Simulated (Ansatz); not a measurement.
# Ge as a strained film

All numbers below come from Ansatz, DFT PBEsol, scalar-relativistic, plane waves, PAW. Settings: 420 eV cutoff, 14×14×10 k-mesh, Gaussian smearing of 0.10 eV, no spin polarisation.

Starting point, cell and atoms relaxed:

```yaml
crystal:
  lattice:
    - [2.83743, 2.83743, 0.00000]
    - [-2.83743, 2.83743, 0.00000]
    - [0.00000, 0.00000, 5.67485]
  atoms:
    - { symbol: Ge, position: [0.50000, 0.50000, 0.50000] }
    - { symbol: Ge, position: [0.50000, 0.00000, 0.25000] }
    - { symbol: Ge, position: [0.00000, 0.00000, 0.00000] }
    - { symbol: Ge, position: [0.00000, 0.50000, 0.75000] }
```

The a-b plane is strained alike in both directions, as on a substrate, while c and the atoms relax within the symmetry that the strain leaves. Stress is positive in compression; energies are free energies at the smearing used, per atom. Filled and empty bands just touch here, as in a zero-gap semiconductor; spin-orbit coupling, left out, could open a gap.

```csv
strain (%),c (Å),σ in plane (GPa),ΔE (meV/atom)
-6.0,5.9387,9.41,74.81
-4.0,5.8483,5.89,31.94
-2.0,5.7615,2.75,7.68
+0.0,5.6749,0.04,0.00
+2.0,5.5887,-2.27,6.64
+4.0,5.4978,-4.17,25.28
+6.0,5.3988,-5.73,53.86
```

Q: Get the biaxial modulus twice, from the stresses and from the energies of the innermost pair.

A: From stress: M = −Δσ/Δε = (2.75 − (-2.27)) / 0.040 = 126 GPa. Two in-plane directions each store σε/2, so the energy density is Mε²: M = (mean ΔE)/(V ε²) = 7.16 meV / (22.844 Å³ × 0.020²) × 0.16022 GPa Å³/meV = 126 GPa. The two agree.

Q: How well does Mε², with M from the stresses, predict the outermost points?

A: 64.5 meV predicted against 74.8 computed at -6.0 %; 64.5 meV predicted against 53.9 computed at +6.0 %. Compression costs more than stretching, the usual sign of bonds that stiffen as they shorten.

Q: How does c respond, and up to what thickness can a film with 1 % or 2 % misfit stay coherent on a thick substrate?

A: c answers with ε_c = −0.76 ε. In an isotropic solid that ratio is 2ν/(1 − ν), so ν = r/(2 + r) = 0.28. A film of thickness h stores Mε²h per area, 12.6 mJ/m² per nm at 1 %. The Matthews–Blakeslee balance for pure edge misfit dislocations, h = b/(8πf(1 + ν)) × (ln(h/b) + 1), with b taken as the in-plane vector a = 4.01 Å, solved by iteration, gives 4.2 nm at f = 1 % and 1.4 nm at 2 %. This is an isotropic estimate in which the moduli cancel; the real Burgers vector, glide system, anisotropy and slow kinetics can shift it by a factor of a few, mostly upward.

The in-plane stiffness falls steadily from the most compressed film to the most stretched, so a single modulus serves only near zero strain. The opposite response of c spares the bonds: tetrahedral sp³ bonds resist stretching more than bending, so much of the misfit goes into bond angles and the bond lengths change by less than the in-plane strain. What length change remains meets an anharmonic bond, with repulsion rising steeply on compression and cohesion weakening on extension.

The touching bands disagree with real germanium, a semiconductor with an indirect gap. The likely cause is the semilocal functional, which underestimates gaps, rather than the missing spin-orbit coupling. That coupling splits the p-like valence top and pushes its upper part upwards, so in the unstrained cubic crystal it would not open the gap. The elastic trends, which rest on total energies and stresses, are probably much less affected. Because every film is uniformly strained, the results don't show whether it would stay flat or relieve its strain by forming islands.
